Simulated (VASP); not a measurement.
# N (P6_3/mmc) in VASP: notebook

The runs below take N through evGW0 quasiparticle levels, G0W0 quasiparticle levels, QSGW0 quasiparticle levels, with PBE, LDA, PBEsol.

Program: VASP 6.6.1. These are calculated values, not measurements. Logs are shortened: lines on timing, memory, paths and dates and some standing lists are left out, and cuts for length are marked.

## 1. The crystal as given

It takes space group P6_3/mmc (No. 194, hexagonal). The conventional cell has a = 4.167 Å, b = 4.167 Å, c = 7.006 Å, α = 90.00°, β = 90.00°, γ = 120.00°. N (site symmetry 3m) has 1 N at 1.11 Å as nearest neighbours.

## 2. EvGW0 quasiparticle levels, PBE

Input file POSCAR:

```
N
1.0
    4.1672328106      0.0000000000      0.0000000000
   -2.0836164053      3.6089294775      0.0000000000
    0.0000000000      0.0000000000      7.0060035100
N
4
Direct
    0.6666666667      0.3333333333      0.6710699600
    0.6666666667      0.3333333333      0.8289300400
    0.3333333333      0.6666666667      0.1710699600
    0.3333333333      0.6666666667      0.3289300400
```

Input file INCAR.step1:

```
  PREC = Accurate
  ENCUT = 450
  EDIFF = 1E-8
  ISMEAR = 0
  SIGMA = 0.01
  LREAL = F
  LASPH = T
  NELM = 60
  ALGO = Fast
  LWAVE = T
  LCHARG = F
  GGA = PE
```

Input file INCAR.step2:

```
  PREC = Accurate
  ENCUT = 450
  EDIFF = 1E-8
  ISMEAR = 0
  SIGMA = 0.01
  LREAL = F
  LASPH = T
  NELM = 1
  ALGO = Exact
  LWAVE = T
  LCHARG = F
  GGA = PE
  NBANDS = 324
  LOPTICS = T
  ISTART = 1
```

Input file INCAR.step3:

```
  PREC = Accurate
  ENCUT = 450
  EDIFF = 1E-8
  ISMEAR = 0
  SIGMA = 0.01
  LREAL = F
  LASPH = T
  ALGO = EVGW0
  LWAVE = F
  LCHARG = F
  GGA = PE
  NELMGW = 4
  NBANDS = 324
  ENCUTGW = 120
  NOMEGA = 48
  PRECFOCK = Fast
  ISTART = 1
  NBANDSGW = 18
```

Input file KPOINTS:

```
regular mesh
0
Gamma
  4 4 2
```

Potentials or basis: VASP PAW PBE potentials, release 64 (N_GW).

Command:

```bash
> cat potpaw_PBE.64/N_GW/POTCAR > POTCAR
> cp INCAR.step1 INCAR
> mpirun -np 1 vasp_std > vasp.out
> cp INCAR.step2 INCAR
> mpirun -np 1 vasp_std > vasp.out
> cp INCAR.step3 INCAR
> mpirun -np 1 vasp_std > vasp.out
```

OUTCAR:

```text
PREC = Accurate
   ENCUT = 450
   EDIFF = 1E-8
   ISMEAR = 0
   LREAL = F
   LASPH = T
   GGA = PE
   NELMGW = 4
   ENCUTGW = 120
   PRECFOCK = Fast
   ISTART = 1

 ion  position               nearest neighbor table
   1  0.667  0.333  0.671-   2 1.11
   2  0.667  0.333  0.829-   1 1.11
   3  0.333  0.667  0.171-   4 1.11
   4  0.333  0.667  0.329-   3 1.11

  LATTYP: Found a hexagonal cell.
 ALAT       =     4.1672328106
 C/A-ratio  =     1.6812124084

  Lattice vectors:

 A1 = (   4.1672328106,   0.0000000000,   0.0000000000)
 A2 = (  -2.0836164053,   3.6089294775,   0.0000000000)
 A3 = (   0.0000000000,   0.0000000000,   7.0060035100)

Analysis of symmetry for initial positions (statically):
=====================================================================
 Subroutine PRICEL returns:
 Original cell was already a primitive cell.

 Routine SETGRP: Setting up the symmetry group for a
 hexagonal supercell.

 Subroutine GETGRP returns: Found 24 space group operations
 (whereof 12 operations were pure point group operations)
 out of a pool of 24 trial point group operations.

The static configuration has the point symmetry D_3d.
 The point group associated with its full space group is D_6h.

Analysis of symmetry for dynamics (positions and initial velocities):
=====================================================================
 Subroutine PRICEL returns:
 Original cell was already a primitive cell.

 Routine SETGRP: Setting up the symmetry group for a
 hexagonal supercell.

 Subroutine GETGRP returns: Found 24 space group operations
 (whereof 12 operations were pure point group operations)
 out of a pool of 24 trial point group operations.

The dynamic configuration has the point symmetry D_3d.
 The point group associated with its full space group is D_6h.

 Subroutine INISYM returns: Found 24 space group operations
 (whereof 12 operations are pure point group operations),
 and found     1 'primitive' translations

----------------------------------------------------------------------------------------

                                     Primitive cell

  volume of cell :     105.3650

  direct lattice vectors                    reciprocal lattice vectors
     4.167232811  0.000000000  0.000000000     0.239967395  0.138545240  0.000000000
    -2.083616405  3.608929477  0.000000000     0.000000000  0.277090480  0.000000000
     0.000000000  0.000000000  7.006003510     0.000000000  0.000000000  0.142734727

  length of vectors
     4.167232811  4.167232811  7.006003510     0.277090480  0.277090480  0.142734727

  position of ions in fractional coordinates (direct lattice)
     0.666666667  0.333333333  0.671069960
     0.666666667  0.333333333  0.828930040
     0.333333333  0.666666667  0.171069960
     0.333333333  0.666666667  0.328930040

  ion indices of the primitive-cell ions
   primitive index   ion index
                 1           1
                 2           2
                 3           3
                 4           4

----------------------------------------------------------------------------------------

 KPOINTS: regular mesh

Automatic generation of k-mesh.
 Grid dimensions read from file:
 generate k-points for:    4    4    2

 Generating k-lattice:

  Cartesian coordinates                     Fractional coordinates (reciprocal lattice)
     0.059991849  0.034636310  0.000000000     0.250000000  0.000000000  0.000000000
     0.000000000  0.069272620  0.000000000     0.000000000  0.250000000  0.000000000
     0.000000000  0.000000000  0.071367364     0.000000000  0.000000000  0.500000000

  Length of vectors
     0.069272620  0.069272620  0.071367364

  Shift w.r.t. Gamma in fractional coordinates (k-lattice)
     0.000000000  0.000000000  0.000000000

 Subroutine IBZKPT returns following result:
 ===========================================

 Found      8 irreducible k-points:

 Following reciprocal coordinates:
            Coordinates               Weight
  0.000000  0.000000  0.000000      1.000000
  0.250000  0.000000  0.000000      6.000000
  0.500000  0.000000  0.000000      3.000000
  0.250000  0.250000  0.000000      6.000000
  0.000000  0.000000  0.500000      1.000000
  0.250000  0.000000  0.500000      6.000000
  0.500000  0.000000  0.500000      3.000000
  0.250000  0.250000  0.500000      6.000000
   k-points           NKPTS =      8   k-points in BZ     NKDIM =     32   number of bands    NBANDS=    324
   number of dos      NEDOS =    301   number of ions     NIONS =      4
   total plane-waves  NPLWV =  43200
   dimension x,y,z NGX =    30 NGY =   30 NGZ =   48
   dimension x,y,z NGXF=    60 NGYF=   60 NGZF=   96
   ions per type =               4
   NGX,Y,Z   is equivalent  to a cutoff of  11.97, 11.97, 11.39 a.u.
   NGXF,Y,Z  is equivalent  to a cutoff of  23.94, 23.94, 22.78 a.u.
 SYSTEM =  unknown system
   PREC   = accura    normal or accurate (medium, high low for compatibility)
   ISTART =      1    job   : 0-new  1-cont  2-samecut
   ICHARG =      0    charge: 1-file 2-atom 10-const
   ISPIN  =      1    spin polarized calculation?
   LNONCOLLINEAR =      F non collinear calculations
   LSORBIT =      F    spin-orbit coupling
   LASPH  =      T    aspherical Exc in radial PAW
   ENCUT  =  450.0 eV  33.07 Ry    5.75 a.u.   7.21  7.21 12.12*2*pi/ulx,y,z
   NELM   =     60;   NELMIN=  2; NELMDL=  0     # of ELM steps
   EDIFF  = 0.1E-07   stopping-criterion for ELM
   LREAL  =      F    real-space projection
   EDIFFG = 0.1E-06   stopping-criterion for IOM
   NSW    =      0    number of steps for IOM
   IBRION =     -1    ionic relax: 0-MD 1-quasi-New 2-CG
   NFREE  =      0    steps in history (QN), initial steepest desc. (CG)
   ISIF   =      0    stress and relaxation
   ISYM   =      3    0-nonsym 1-usesym 2-fastsym
   POTIM  = 0.5000    time-step for ionic-motion
   TEBEG  =    0.0;   TEEND  =   0.0 temperature during run
   PSTRESS=    0.0 pullay stress
   NELECT =      20.0000    total number of electrons
   NUPDOWN=      -1.0000    fix difference up-down
   EMIN   =  10.00;   EMAX   =-10.00  energy-range for DOS
   EFERMI =   0.00;   METHOD = LEGACY
   ISMEAR =     0;   SIGMA  =   0.01  broadening in eV -4-tet -1-fermi 0-gaus
   EFERMI_NEDOS =   21; number of points for ismear=-14 and -15
   IALGO  =     38    algorithm
   IMIX   =      4    mixing-type and parameters
     AMIX     =   0.40;   BMIX     =  1.00
     AMIX_MAG =   1.60;   BMIX_MAG =  1.00
  volume/ion in A,a.u.               =      26.34       177.76
  Fermi-wavevector in a.u.,A,eV,Ry     =   0.940848  1.777944 12.043801  0.885194
  Thomas-Fermi vector in A             =   2.068300
   LORBIT       =      0    0 simple, 1 ext, 2 COOP (PROOUT), +10 PAW based schemes
   GGA     = PE    functional components
   LHFCALC =     T    Hartree Fock is set to
   PRECFOCK=fast      Normal, Fast or Accurate (Low or Medium for compatibility)
   ENCUT4O =  -1.0   cutoff for four orbital integrals eV
   NKREDX  =     1    reduce k-point grid by
   NKREDY  =     1    reduce k-point grid by
   NKREDZ  =     1    reduce k-point grid by
   AEXX    =    1.0000 exact exchange contribution
   HFSCREEN=    0.0000 screening length (either q_TF or 0.3 A-1)
   HFSCREENC=   0.0000 screening length for correlation (either q_TF or 0.3 A-1)
   ENCUTFOCK=  -1.0 apply spherical cutoff to Coloumb kernel
   IVDW    =     0    specifies the selected vdW correction
   LEPSILON=     F    determine dielectric tensor
   LRPA    =     F    only Hartree local field effects (RPA)
   LRPAFORCE           =     F    calculate RPA forces
   ENCUTGW             = 120.0    cutoff for response function in eV
   ENCUTGWSOFT         =  96.0    soft cutoff for Coulomb kernel in GW response function in eV
   ENCUTLF             =  -1.0    cutoff for local field effects
   NELMGW              =     4    number of iterations in solving QP/BSE equation
   NELMHF              =     1    number of iterations in the inner HF iteration
   NKREDLFX            =     1    NKREDLFY  =   1   NKREDLFZ  =   1
 non-spin polarized calculation
 Gauss-broadening in eV      SIGMA  =   0.01
  energy-cutoff  :      450.00
  volume of cell :      105.37
 maximum number of plane-waves:      2296
 NGX is ok and might be reduce to    30
  NGX = 16; NGY = 16; NGZ = 28
   NGX = 15   NGY = 15   NGZ = 25
 maximum number of plane-waves:       324

 QP shifts <psi_nk| G(iteration)W_0 |psi_nk>: iteration 1
 for sc-GW calculations column KS-energies equals QP-energies in previous step
 and V_xc(KS)=  KS-energies - (<T + V_ion + V_H > + <T+V_H+V_ion>^1  + <V_x>^1)

 k-point   1 :       0.0000    0.0000    0.0000
  band No.  KS-energies  QP-energies   sigma(KS)   V_xc(KS)     V^pw_x(r,r')   Z            occupation Imag(sigma)

      1     -25.3061     -31.1763     -25.4593     -19.5683     -30.9077       0.9965       2.0000       2.3936
      2     -25.2802     -31.2616     -25.5120     -19.6177     -30.9448       1.0148       2.0000       2.4073
      3     -10.9420     -14.0606     -19.7838     -15.8305     -23.2286       0.7888       2.0000       0.1220
      4     -10.2136     -13.1937     -20.6743     -16.9049     -24.0719       0.7906       2.0000       0.1029
      5      -8.5184     -11.8492     -20.4245     -16.4725     -21.2154       0.8428       2.0000       0.0387
      6      -8.5184     -11.8492     -20.4245     -16.4725     -21.2154       0.8428       2.0000       0.0387
[... 10 lines left out ...]
     17       5.7563       7.1655      -4.4846      -6.0492      -2.4122       0.9007       0.0000      -0.0369
     18       9.6965      11.3342      -3.4115      -5.0704      -1.2644       0.9872       0.0000      -0.1625

 k-point   2 :       0.2500    0.0000    0.0000
  band No.  KS-energies  QP-energies   sigma(KS)   V_xc(KS)     V^pw_x(r,r')   Z            occupation Imag(sigma)

      1     -25.2968     -31.1610     -25.4779     -19.5898     -30.9254       0.9960       2.0000       2.3898
      2     -25.2777     -31.2376     -25.5161     -19.6262     -30.9525       1.0119       2.0000       2.4009
      3     -10.8230     -13.9138     -19.9390     -16.0162     -23.3799       0.7879       2.0000       0.1190
      4     -10.2798     -13.2754     -20.6061     -16.8196     -24.0117       0.7911       2.0000       0.1046
      5      -8.6805     -12.0534     -20.0526     -16.0430     -20.9181       0.8412       2.0000       0.0396
      6      -8.6059     -11.9697     -20.1646     -16.1726     -21.0308       0.8426       2.0000       0.0391
[... 10 lines left out ...]
     17       6.7078       8.4722      -5.1966      -7.1970      -2.8607       0.8820       0.0000      -0.0513
     18       7.3955       8.7875      -3.5001      -5.0371      -1.4656       0.9057       0.0000      -0.0447

 k-point   3 :       0.5000    0.0000    0.0000
  band No.  KS-energies  QP-energies   sigma(KS)   V_xc(KS)     V^pw_x(r,r')   Z            occupation Imag(sigma)
[... 623 lines left out ...]
      1     -31.6751     -31.6723     -26.0144      -5.6576     -30.9515       0.8891       2.0000       2.1403
      2     -31.6751     -31.6723     -26.0144      -5.6576     -30.9515       0.8891       2.0000       2.1403
      3     -14.2299     -14.2441     -20.1019       5.8536     -23.6638       0.7734       2.0000       0.0928
      4     -14.2299     -14.2441     -20.1019       5.8536     -23.6638       0.7734       2.0000       0.0928
      5     -12.4723     -12.4772     -19.7668       7.2887     -20.8729       0.8554       2.0000       0.0414
      6     -12.4723     -12.4772     -19.7668       7.2887     -20.8729       0.8554       2.0000       0.0414
[... 10 lines left out ...]
     17       7.5636       7.5637      -3.8241      11.3877      -1.7805       0.9080       0.0000      -0.0344
     18       7.5636       7.5637      -3.8241      11.3877      -1.7805       0.9080       0.0000      -0.0344

 k-point   8 :       0.2500    0.2500    0.5000
  band No. old QP-enery  QP-energies   sigma(KS)   T+V_ion+V_H  V^pw_x(r,r')   Z            occupation Imag(sigma)

      1     -31.6749     -31.6722     -26.0145      -5.6573     -30.9516       0.8904       2.0000       2.1405
      2     -31.6749     -31.6722     -26.0145      -5.6573     -30.9516       0.8904       2.0000       2.1405
      3     -14.2290     -14.2432     -20.1039       5.8565     -23.6672       0.7742       2.0000       0.0928
      4     -14.2290     -14.2432     -20.1039       5.8565     -23.6672       0.7742       2.0000       0.0928
      5     -12.4171     -12.4218     -19.8401       7.4175     -20.9317       0.8509       2.0000       0.0412
      6     -12.4171     -12.4218     -19.8401       7.4175     -20.9317       0.8509       2.0000       0.0412
[... 10 lines left out ...]
     17       8.1064       8.1066      -3.8876      11.9942      -1.7416       0.9061       0.0000      -0.0357
     18       8.1064       8.1066      -3.8876      11.9942      -1.7416       0.9061       0.0000      -0.0357
```

It took 18 min on 1 thread of Intel Xeon Platinum 8375C at 2.90GHz (Ice Lake), shared host; peak memory 1.2 GiB.

What came out:

```
Band gap on the k mesh, mean-field level : 7.09 eV, indirect (least direct gap 7.31 eV)
Quasiparticle gap                        : 14.42 eV
Least direct quasiparticle gap           : 14.69 eV
```

Quasiparticle gap after each update of the energies (eV): 13.64, 14.32, 14.41, 14.42

Caveat: the k mesh is coarse (spacing up to 0.45 Å⁻¹), so the values aren't converged; bands, screening cutoff and mesh are small and nothing is extrapolated, so the quasiparticle values aren't converged; the standard files for N, O and F lose accuracy on very short bonds. A k mesh can miss the band edges.

(Continued in part 2 of 3.)
